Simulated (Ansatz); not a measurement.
# GaCuSe2 (I-42d) in Ansatz: further runs

Aim: see how the results for GaCuSe2 move with the level of theory and the settings. Levels: BLYP, r2SCAN. Tasks: band structure.

All numbers are computed with Ansatz 0.2.0; they aren't measurements. Logs are shortened: lines on timing, memory, paths and dates and some standing lists are left out, and cuts for length are marked.

**Experimental background.**

From “Growth and anisotropy of transport properties of CuGaSe2 single crystals”, 2018, pmc:6251020, for a bulk crystal of GaCuSe2: band gap 1.7 eV; band gap 1.72 eV.

The results are compared with them further down.

### 1 The structure

Symmetry: I-42d, No. 122, tetragonal system. The conventional cell has a = 5.619 Å, b = 5.619 Å, c = 11.026 Å, α = 90.00°, β = 90.00°, γ = 90.00°. Se (site symmetry 2) has 2 Ga at 2.42 Å and 2 Cu at 2.42 Å as nearest neighbours. Around Ga (site symmetry -4) lie 4 Se at 2.42 Å. Cu (site symmetry -4) has 4 Se at 2.42 Å as nearest neighbours.

### 2 Band structure, BLYP

The input, input.yaml:

```yaml
crystal:
  lattice:
    - [-2.80955, 2.80955, 5.513]
    - [2.80955, -2.80955, 5.513]
    - [2.80955, 2.80955, -5.513]
  atoms:
    - { symbol: Se, position: [0.12562, 0.625, 0.00062] }
    - { symbol: Se, position: [0.875, 0.87438, 0.49938] }
    - { symbol: Se, position: [0.62438, 0.125, 0.99938] }
    - { symbol: Se, position: [0.375, 0.37562, 0.50062] }
    - { symbol: Ga, position: [0.25, 0.75, 0.5] }
    - { symbol: Ga, position: [0.5, 0.5, 0.0] }
    - { symbol: Cu, position: [0.75, 0.25, 0.5] }
    - { symbol: Cu, position: [0.0, 0.0, 0.0] }
hamiltonian:
  xc: blyp
  pseudopotentials: { kind: paw }
kpoints:
  mp_grid: { grid: [7, 7, 7] }
  band_path:
    path:
      - [[0.0, 0.0, 0.0], [0.0, 0.0, 0.5], [-0.1298576533, 0.1298576533, 0.5], [-0.3149288266, 0.3149288266, 0.3149288266], [0.0, 0.0, 0.0], [0.5, 0.5, -0.5], [0.3149288266, 0.6850711734, -0.3149288266], [0.0, 0.5, 0.0], [0.25, 0.25, 0.25], [0.5, 0.5, -0.1298576533], [0.5, 0.5, -0.5]]
      - [[0.0, 0.0, 0.5], [0.25, 0.25, 0.25]]
    npoints: 10
scf:
  occupations: { method: fermi_dirac, width: 0.05 }
  n_extra_bands: 20
output:
  forces: true
  stress: true
  eigenvalues: true
  fatbands: false
```

Potentials or basis: Ansatz PAW.

Launch:

```sh
$ ansatz run input.yaml --threads 4 --pin off --max-ram 11264MiB --backend cpu --events-out ev --progress --plain --runs-dir out
```

Output:

```text
Warning: RAYON_NUM_THREADS=4 ignored (pool sized by the plan → 4); use --threads N
scf.n_extra_bands = 20 over 64 filled bands (N_el = 128.0): the run solves 84 bands
Engine: ansatz 0.2.0, aarch64-unknown-linux-gnu
Pseudopotentials: kind: paw
Pseudopotential: Se, paw, valence charge 16, recommended cutoff 420 eV (normal), Se.paw.azcp
Pseudopotential: Ga, paw, valence charge 13, recommended cutoff 420 eV (normal), Ga.paw.azcp
Pseudopotential: Cu, paw, valence charge 19, recommended cutoff 420 eV (normal), Cu.paw.azcp
Functional definition: BLYP
  parameter beta = 0.0042
  parameter a = 0.04918
  parameter b = 0.132
  parameter c = 0.2533
  parameter d = 0.349
  exchange = b88_x(beta = beta)
  correlation = lyp_c(a = a, b = b, c = c, d = d)
Crystal: 8 atoms, lattice volume = 174.069 Å³
Basis set: ecut = 420 eV, 3451 PW (Γ), exchange–correlation on 96×96×96 points (8 copies of the dense FFT grid, shifted against one another)
Bands: 84, of which v1, the nominal top of the filled ones, is band 64 counted from 1 (63 counted from 0)
Symmetry: 8 space group operations
Space group: I-42d (ITA 122), of the structure as read, at distance tolerance 5.6e-5 Å
k-points: 40 of 343 (time reversal used)
Non-local potential: Se, projectors of the file, l = 0: 2, l = 1: 2, l = 2: 3, l = 3: 1
Non-local potential: Ga, projectors of the file, l = 0: 2, l = 1: 2, l = 2: 3, l = 3: 1
Non-local potential: Cu, projectors of the file, l = 0: 3, l = 1: 2, l = 2: 3, l = 3: 1
PAW form: soft (Blöchl's): semilocal exchange-correlation on the pseudo side does not see the compensation charge
PAW frozen core: Se, regenerated for the run's functional, and the local potential with it (the file was generated under x = pbe(κ = 0.804, μ = 0.2195149727645171), c = pbe(β = 0.06672455060314922))
PAW frozen core: Ga, regenerated for the run's functional, and the local potential with it (the file was generated under x = pbe(κ = 0.804, μ = 0.2195149727645171), c = pbe(β = 0.06672455060314922))
PAW frozen core: Cu, regenerated for the run's functional, and the local potential with it (the file was generated under x = pbe(κ = 0.804, μ = 0.2195149727645171), c = pbe(β = 0.06672455060314922))
PAW one-centre angular grid: Se, 590 points (default); XC on 64 Gauss nodes
PAW one-centre angular grid: Ga, 590 points (default); XC on 64 Gauss nodes
PAW one-centre angular grid: Cu, 590 points (default); XC on 64 Gauss nodes
Initial density: superposition of atomic densities (neutral atoms: chi_scale 0, normalization atom), corrected by the library's trained network
Initial wavefunctions: pseudopotential atomic-orbital guess
Functional: x = b88, c = lyp
SCF iter   1: F=—  HF=-42778.654008 eV  |F-HF|=—  |Δ(HF+E_count)|=         —  Δρ=7.17e-3  dr2=8.35e-2  ethr=1.77e-3  ⟨swp⟩=5.7  Hψ=12270  notcnv=0  defer=96
preconditioner: auto → Resta (q_TF=auto, 2.592 Å⁻¹)  ε∞=3.9  [insulator: Δε(μ)=0.248 eV  Ē_g=13.920 eV  σ=0.050 eV  W_gap=0.83  n_scr=60 (ndim 8)  ℏωp=23.9 eV  f_vac=0.126  D(μ)=0.03/eV (n_scr^D=0)  ε∞_Penn≈3.9]
SCF iter   2: F=—  HF=-42778.639358 eV  |F-HF|=—  |Δ(HF+E_count)|=   1.46e-2  Δρ=4.94e-3  dr2=3.02e-2  ethr=6.53e-5  ⟨swp⟩=2.0  Hψ=4862  notcnv=0  defer=523
SCF iter   3: F=—  HF=-42778.635497 eV  |F-HF|=—  |Δ(HF+E_count)|=   3.86e-3  Δρ=4.36e-3  dr2=2.80e-2  ethr=2.36e-5  ⟨swp⟩=2.0  Hψ=5673  notcnv=0  defer=523
SCF iter   4: F=—  HF=-42778.628894 eV  |F-HF|=—  |Δ(HF+E_count)|=   6.60e-3  Δρ=7.52e-4  dr2=8.57e-4  ethr=2.19e-5  ⟨swp⟩=2.0  Hψ=3696  notcnv=0  defer=523
SCF iter   5: F=—  HF=-42778.628863 eV  |F-HF|=—  |Δ(HF+E_count)|=   3.13e-5  Δρ=4.28e-4  dr2=2.11e-4  ethr=6.70e-7  ⟨swp⟩=3.0  Hψ=5510  notcnv=0  defer=517
SCF iter   6: F=—  HF=-42778.628882 eV  |F-HF|=—  |Δ(HF+E_count)|=   1.90e-5  Δρ=7.81e-5  dr2=8.98e-6  ethr=1.65e-7  ⟨swp⟩=2.0  Hψ=4284  notcnv=0  defer=517
SCF iter   7: F=—  HF=-42778.628839 eV  |F-HF|=—  |Δ(HF+E_count)|=   4.22e-5  Δρ=3.88e-5  dr2=1.95e-6  ethr=7.01e-9  ⟨swp⟩=2.0  Hψ=4311  notcnv=0  defer=517
SCF iter   8: F=—  HF=-42778.628840 eV  |F-HF|=—  |Δ(HF+E_count)|=   1.01e-6  Δρ=3.08e-5  dr2=1.23e-6  ethr=1.52e-9  ⟨swp⟩=2.1  Hψ=4452  notcnv=0  defer=517
SCF iter   9: F=-42778.628841 eV  HF=-42778.628841 eV  |F-HF|=9.83e-9  |Δ(HF+E_count)|=   2.53e-7  Δρ=2.37e-6  dr2=1.08e-8  ethr=7.81e-11  ⟨swp⟩=9.8  Hψ=18486  notcnv=0
SCF 1 converged in 9 iterations: F = -42778.628841 eV  dr2 = 1.08e-8
NSCF: frozen V_eff on 112 k-points
SCF converged after 9 iterations
Free energy (F): -42778.628841 eV
Harris-Foulkes:  -42778.628841 eV  (|F-HF|=9.83e-9)
Internal energy: -42778.628375 eV  (E = F + TS)
E sigma→0 (E₀):  -42778.628608 eV
Entropy (-TS):   -0.000466 eV (-0.058 meV/atom)
Fermi energy:    9.322814 eV
--- Per-component energies (eV) ---
  E_band       = -2568.904333
  E_kinetic    = 1315.220956
  E_local      = -24894.988432  (includes V_loc(G=0)·N_el)
  E_nonlocal   = -765.583809
  E_hartree    = 11688.297058
  E_xc         = -725.080530
  E_vxc        = -724.053688  (∫ρ·V_xc dr)
  E_paw        = -15061.464880  (= ΣΔE_a)
  E_vpaw       = -876.092183  (= ΣTr[D̂ρ^β])
  E_aug_tail   = -0.002187  (compensation charges beyond the density's cutoff)
  E_ewald      = -14336.105182
  E_core_change = 1.078632  (= ΣΔE_core)
  E_smearing   = -0.000466  (= −TS)
  E_closure    = -0.000000  (closes the sum)
  Σ components = -42778.628841   (vs F -42778.628841, Δ=0.00e0)
--- Forces (eV/Å), atoms counted from 1 ---
  atom   1  Se    -0.00000000    -0.36550565     0.00000000
  atom   2  Se     0.36550565     0.00000000     0.00000000
  atom   3  Se    -0.00000000     0.36550565     0.00000000
  atom   4  Se    -0.36550565     0.00000000     0.00000000
  atom   5  Ga     0.00000000     0.00000000    -0.00000000
  atom   6  Ga     0.00000000     0.00000000    -0.00000000
  atom   7  Cu     0.00000000    -0.00000000     0.00000000
  atom   8  Cu     0.00000000     0.00000000    -0.00000000
  max |Σ_I F_I| component: 5.03e-17 eV/Å
--- Stress (GPa, compression-positive) ---
        6.781074       0.000000      -0.000000
       -0.000000       6.781074      -0.000000
        0.000000      -0.000000       6.933153
  P = ⅓ Tr σ = 6.8318 GPa (68.318 kbar)
--- Band table (eV; the first three rows and the last of 40) ---
  k-point 0: bands = ["-102.3086", "-102.3085", "-59.8175", "-59.8174", "-59.7954", "-59.7954", "-59.7953", "-59.7953", "-38.8213", "-38.8212", "-38.8212", "-38.8212", "-38.8199", "-38.8197", "-38.8195", "-38.8195", "-38.7615", "-38.7614", "-38.7613", "-38.7613", "-38.7306", "-38.7303", "-38.7301", "-38.7301", "-38.7183", "-38.7182", "-38.7182", "-38.7182", "-6.5105", "-6.5105", "-6.5104", "-6.3593", "-6.3447", "-6.3447", "-6.2977", "-6.2921", "-6.2889", "-6.2774", "-5.4556", "-3.8691", "-3.8691", "-3.8501", "1.4323", "2.8624", "4.2831", "4.6304", "4.6483", "4.9394", "4.9394", "5.7188", "5.7188", "6.0211", "6.0211", "6.0838", "7.0976", "7.1324", "7.2174", "7.4946", "7.5481", "7.5481", "7.6528", "9.0655", "9.0655", "9.1919", "9.3925", "11.2723", "11.4964", "13.2448", "13.2448", "13.5964", "13.9648", "14.1746", "14.1746", "14.2505", "15.8209", "15.8209", "16.1491", "16.5450", "18.7842", "19.6370", "19.6764", "19.6764", "19.8020", "19.9875"]
  k-point 1: bands = ["-102.3086", "-102.3085", "-59.8175", "-59.8174", "-59.7954", "-59.7954", "-59.7953", "-59.7953", "-38.8213", "-38.8212", "-38.8212", "-38.8212", "-38.8198", "-38.8197", "-38.8195", "-38.8195", "-38.7615", "-38.7613", "-38.7613", "-38.7613", "-38.7305", "-38.7303", "-38.7302", "-38.7301", "-38.7183", "-38.7182", "-38.7182", "-38.7182", "-6.5153", "-6.5131", "-6.5045", "-6.3616", "-6.3562", "-6.3458", "-6.2966", "-6.2912", "-6.2889", "-6.2779", "-5.3382", "-3.9542", "-3.9351", "-3.8520", "1.5230", "2.7913", "4.1363", "4.5549", "4.7399", "4.9060", "5.2998", "5.7130", "5.7165", "5.7827", "6.0305", "6.1592", "7.1428", "7.1906", "7.2621", "7.3526", "7.4768", "7.7352", "7.7396", "8.1760", "8.9213", "9.0127", "10.3628", "11.4483", "12.1460", "13.0224", "13.1559", "13.5573", "13.9894", "13.9963", "14.2727", "14.7866", "15.4754", "15.8306", "17.2173", "17.3981", "18.3398", "18.4248", "18.4938", "18.8813", "18.9397", "19.4098"]
  k-point 2: bands = ["-102.3086", "-102.3085", "-59.8175", "-59.8174", "-59.7954", "-59.7954", "-59.7953", "-59.7953", "-38.8213", "-38.8213", "-38.8212", "-38.8212", "-38.8198", "-38.8196", "-38.8196", "-38.8196", "-38.7614", "-38.7613", "-38.7613", "-38.7613", "-38.7304", "-38.7303", "-38.7302", "-38.7302", "-38.7183", "-38.7182", "-38.7182", "-38.7182", "-6.5236", "-6.5178", "-6.4889", "-6.3913", "-6.3566", "-6.3484", "-6.2940", "-6.2890", "-6.2887", "-6.2795", "-5.0316", "-4.1446", "-4.0660", "-3.8984", "1.6939", "2.5061", "3.9586", "4.4546", "4.4877", "5.3397", "5.5153", "5.6591", "5.7761", "5.8846", "6.0726", "6.1798", "7.2147", "7.2721", "7.3074", "7.3568", "7.6074", "7.7227", "7.9502", "7.9503", "8.5153", "8.8708", "10.9095", "11.3710", "12.4319", "12.7814", "13.5351", "13.8005", "13.8287", "14.3909", "14.7941", "14.8150", "15.8038", "16.0590", "16.8835", "17.0588", "17.4649", "17.5563", "17.8440", "18.1053", "18.7365", "19.1292"]
  k-point 39: bands = ["-102.3085", "-102.3085", "-59.8174", "-59.8174", "-59.7954", "-59.7954", "-59.7953", "-59.7953", "-38.8213", "-38.8213", "-38.8212", "-38.8212", "-38.8198", "-38.8198", "-38.8195", "-38.8195", "-38.7614", "-38.7614", "-38.7613", "-38.7613", "-38.7304", "-38.7304", "-38.7301", "-38.7301", "-38.7182", "-38.7182", "-38.7182", "-38.7182", "-6.5180", "-6.5139", "-6.4591", "-6.4503", "-6.3394", "-6.3368", "-6.2989", "-6.2985", "-6.2798", "-6.2796", "-4.7139", "-4.6960", "-3.9697", "-3.8867", "2.1479", "2.2491", "4.5807", "4.6282", "5.1522", "5.4413", "5.5105", "5.5254", "5.6548", "5.7972", "5.9414", "5.9523", "7.0663", "7.1565", "7.2561", "7.2782", "7.7257", "7.8895", "7.9068", "8.1693", "8.1869", "8.3597", "11.0750", "11.2234", "11.4438", "11.6214", "12.5176", "12.5186", "13.1787", "13.2771", "15.3955", "15.6678", "15.8498", "16.3042", "17.4306", "17.6208", "18.6923", "18.7366", "18.9162", "18.9478", "19.4023", "20.2403"]
```

It took 42 s on 4 threads of Arm Neoverse V2, shared host; peak memory 1.2 GiB.

What came out:

* Free energy: -42778.6288 eV
* Pressure: 6.8 GPa
* Largest force: 0.366 eV/Å
* Band gap on the k mesh: 0.20 eV, direct
* Band gap along the path: 0.20 eV, direct

Forces on the atoms (eV/Å):
```
Se   0.000 -0.366  0.000
Se   0.366  0.000  0.000
Se   0.000  0.366  0.000
Se  -0.366  0.000  0.000
Ga   0.000  0.000  0.000
Ga   0.000  0.000  0.000
Cu   0.000  0.000  0.000
Cu   0.000  0.000  0.000
```

Stress tensor (GPa, compression positive):
```
6.78 0.00 0.00
0.00 6.78 0.00
0.00 0.00 6.93
```

Levels at the corners of the path, in eV from the valence-band top:
```tsv
point	band 62	band 63	band 64	band 65	band 66	band 67
Γ	-0.13	-0.13	0.00	0.20	2.08	2.30
X	-0.83	-0.50	-0.50	1.17	1.17	3.36
Y	-0.86	-0.69	-0.69	1.45	1.45	3.86
S	-1.20	-0.74	-0.56	1.98	2.37	2.63
Γ	-0.13	-0.13	0.00	0.20	2.08	2.30
Z	-1.22	-0.91	-0.91	1.89	1.89	2.13
S1	-1.20	-0.74	-0.56	1.98	2.37	2.63
N	-1.22	-1.10	-0.55	2.14	2.57	3.33
P	-0.85	-0.68	-0.68	1.60	1.60	3.09
Y1	-0.86	-0.69	-0.69	1.45	1.45	3.86
Z	-1.22	-0.91	-0.91	1.89	1.89	2.13
X	-0.83	-0.50	-0.50	1.17	1.17	3.36
P	-0.85	-0.68	-0.68	1.60	1.60	3.09
```

Caveat: the PAW data sets come from PBE, with cores solved anew for the run's functional, which leaves a small shift of forces and pressure.

(Continued in part 2 of 2.)
